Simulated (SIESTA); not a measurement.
The system is GaAs.

```xyz
2
Lattice="0.0000 2.8268 2.8268 2.8268 0.0000 2.8268 2.8268 2.8268 0.0000" Properties=species:S:1:pos:R:3 pbc="T T T"
As    4.2403    4.2403    4.2403
Ga    0.0000    0.0000    0.0000
```

```yaml
Program: SIESTA 5.4.2
Task: single point
Functional: PBE
Potentials_or_basis: PseudoDojo 0.4 standard (PBE files)
Basis: DZP (energy shift 0.002 Ry; radii capped at 9.5 bohr)
Grid_cutoff: 800 Ry
Energy_shift: 0.002 Ry
k_mesh: 8 × 8 × 8
Occupations: fermi-dirac, width 0.05 eV
Spin: no spin polarisation
```

On this cell: pressure 5.4 GPa; largest force zero by symmetry; band gap on the k mesh 0.56 eV, direct.

The same run follows on a disturbed copy (atoms moved at random, drawn with an rms of 0.05 Å):

```
As Ga
1.0
     0.00000    2.82685    2.82685
     2.82685    0.00000    2.82685
     2.82685    2.82685    0.00000
As Ga
1 1
Direct
  0.75791 0.73978 0.75942
  0.00965 0.00933 0.97945
```

Task: What changes?

Result: The energy moves by +26.7 meV/atom; pressure 5.8 GPa; largest force 0.994 eV/Å; band gap on the k mesh 0.22 eV, direct.

Forces on the atoms (eV/Å):
```
As  -0.171 -0.794  0.573
Ga   0.171  0.794 -0.574
```

Stress tensor (GPa, compression positive):
```
 5.88 -1.80  2.50
-1.80  5.63  0.57
 2.50  0.57  5.75
```

Caveats: semicore shells carry a single zeta, which can move pressures by several GPa and volumes by a few percent; the basis of atomic orbitals isn't converged, which shifts pressures, moduli and gaps.

A k mesh can miss the band edges.
